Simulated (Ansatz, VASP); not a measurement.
AlN in VASP and in Ansatz

File INCAR:

```
  PREC = Accurate
  ENCUT = 520
  EDIFF = 1E-6
  ISMEAR = 0
  SIGMA = 0.05
  LREAL = F
  LASPH = T
  NELM = 80
  ALGO = Normal
  ISIF = 2
  LWAVE = F
  LCHARG = F
  GGA = PE
  NBANDS = 16
```

File KPOINTS:

```
regular mesh
0
Gamma
  12 12 6
```

Contents of POSCAR:

```
AlN
1.0
    3.1110021516      0.0000000000      0.0000000000
   -1.5555010758      2.6942068945      0.0000000000
    0.0000000000      0.0000000000      4.9780000000
Al N
2 2
Direct
    0.3444683356      0.6889366713      0.0000000000
    0.6555316644      0.3110633287      0.5000000000
    0.3234028426      0.6468056853      0.3850000000
    0.6765971574      0.3531943147      0.8850000000
```

Input for Ansatz:

```yaml
crystal:
  lattice:
    - [3.1110021516, 0.0, 0.0]
    - [-1.5555010758, 2.6942068945, 0.0]
    - [0.0, 0.0, 4.978]
  atoms:
    - { symbol: Al, position: [0.3444683356, 0.6889366713, 0.0] }
    - { symbol: Al, position: [0.6555316644, 0.3110633287, 0.5] }
    - { symbol: "N", position: [0.3234028426, 0.6468056853, 0.385] }
    - { symbol: "N", position: [0.6765971574, 0.3531943147, 0.885] }
basis:
  ecutwfc: 420
kpoints:
  mp_grid: { grid: [12, 12, 6] }
hamiltonian:
  xc: pbe
scf:
  occupations: { method: gaussian, width: 0.05 }
output:
  forces: true
  stress: true
  eigenvalues: true
```

Change from the starting cell: mode 4 (239.4 1/cm) frozen in, largest displacement -0.060 Å.

Alike in both runs: task single point; functional PBE; k mesh 12 × 12 × 6; occupations gaussian, width 0.05 eV; no spin polarisation.

|  | VASP | Ansatz |
| --- | --- | --- |
| version | VASP 6.6.1 | Ansatz 0.2.0 |
| potentials or method | VASP PAW PBE potentials, release 64 (Al, N) | scalar-relativistic, plane waves, PAW |
| plane-wave cutoff (eV) | 520 | 420 |
| valence electrons in the cell | 16 | 16 |

Ansatz gave:

```
gap on the k mesh at the Fermi level (eV)       : 4.11
least direct gap on the mesh (eV)               : 4.11
pressure (GPa)                                  : 4.0
largest component of the traceless stress (GPa) : 1.10
rms of the force components (eV/Å)              : 0.197
```

Question: Which values does VASP return?

Answer: gap on the k mesh at the Fermi level (eV): 4.12; least direct gap on the mesh (eV): 4.12; pressure (GPa): 3.7; largest component of the traceless stress (GPa): 1.06; rms of the force components (eV/Å): 0.198.

Atom by atom the forces differ by 0.001 eV/Å (rms over components).

A k mesh can miss the band edges.
